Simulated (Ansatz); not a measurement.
**AlN: band gap under strain**

Aim: follow the gap of AlN built on the wurtzite prototype through these states: no strain; +3.0 % equal strain in all directions; -1.5 % equal strain in all directions. The table at the end shows which levels were run.

The runs shown are made with Ansatz 0.2.0. PAW datasets, plane waves. No spin polarisation and no zero-point or thermal motion.

### Step 1. The cell

The unstrained cell was relaxed with r2SCAN; in each strained cell the atoms were relaxed again with r2SCAN. Names of k-points are those of the unstrained zone, where strain can split equivalent points. First state: no strain.

The symmetry is P6_3mc (No. 186, hexagonal); a = 3.107 Å, c = 4.979 Å in the conventional setting, 10.40 Å³ an atom. Near Al stand 4 N at 1.89–1.90 Å; near N stand 4 Al at 1.89–1.90 Å.

As a file:

Space group P6_3mc (No. 186). a = 3.107 Å, b = 3.107 Å, c = 4.979 Å, α = 90.00°, β = 90.00°, γ = 120.00°
| atom | site | symmetry | x | y | z |
| --- | --- | --- | --- | --- | --- |
| Al | 2b | 3m. | 0.3333 | 0.6667 | 0.9967 |
| N | 2b | 3m. | 0.3333 | 0.6667 | 0.3783 |

### Step 2. No strain: PBE

input.yaml reads:

```yaml
crystal:
  lattice:
    - [3.1066937604, 0.0, 0.0]
    - [-1.5533468802, 2.6904757183, 0.0]
    - [0.0, 0.0, 4.978591549]
  atoms:
    - { symbol: Al, position: [0.3333333333, 0.6666666667, -0.0032954727] }
    - { symbol: Al, position: [0.6666666667, 0.3333333333, 0.4967045273] }
    - { symbol: "N", position: [0.3333333333, 0.6666666667, 0.3782954727] }
    - { symbol: "N", position: [0.6666666667, 0.3333333333, 0.8782954727] }
kpoints:
  mp_grid: { grid: [12, 12, 6] }
  band_path:
    path:
      - [0.0, 0.0, 0.0]
      - [0.5, 0.0, 0.0]
      - [0.3333333333, 0.3333333333, 0.0]
      - [0.0, 0.0, 0.5]
      - [0.5, 0.0, 0.5]
      - [0.3333333333, 0.3333333333, 0.5]
    npoints: 1
hamiltonian:
  xc: pbe
scf:
  occupations: { method: fermi_dirac, width: 0.02 }
  n_extra_bands: 5
output:
  forces: true
  stress: true
  eigenvalues: true
```

Run with:

```bash
$ ansatz run input.yaml --threads 2 --pin off --max-ram 2211MiB --backend cpu --events-out ev --progress --plain --runs-dir out
```

After this run come: No strain: r2SCAN; No strain: HSE06; +3.0 % equal strain in all directions: PBE; +3.0 % equal strain in all directions: r2SCAN; +3.0 % equal strain in all directions: HSE06; -1.5 % equal strain in all directions: PBE; -1.5 % equal strain in all directions: r2SCAN; -1.5 % equal strain in all directions: HSE06.

What does the calculation give?

The runs gave:

Least gap in eV (negative: overlap), with the change from the unstrained cell in brackets:

```
                                state  volume change (%)           PBE        r2SCAN         HSE06
                            no strain               +0.0          4.23          4.88          5.60
+3.0 % equal strain in all directions               +9.3  3.48 (-0.75)  4.09 (-0.79)  4.77 (-0.83)
-1.5 % equal strain in all directions               -4.4  4.63 (+0.40)  5.30 (+0.42)  6.04 (+0.44)
```

**Reading.** With HSE06, of the states in the table +3.0 % equal strain in all directions shifts the gap most, by -0.825 eV. PBE and HSE06 differ by 1.37 eV on the unstrained gap, and by at most 0.08 eV on its change: PBE follows the response to strain far better than the gap itself.
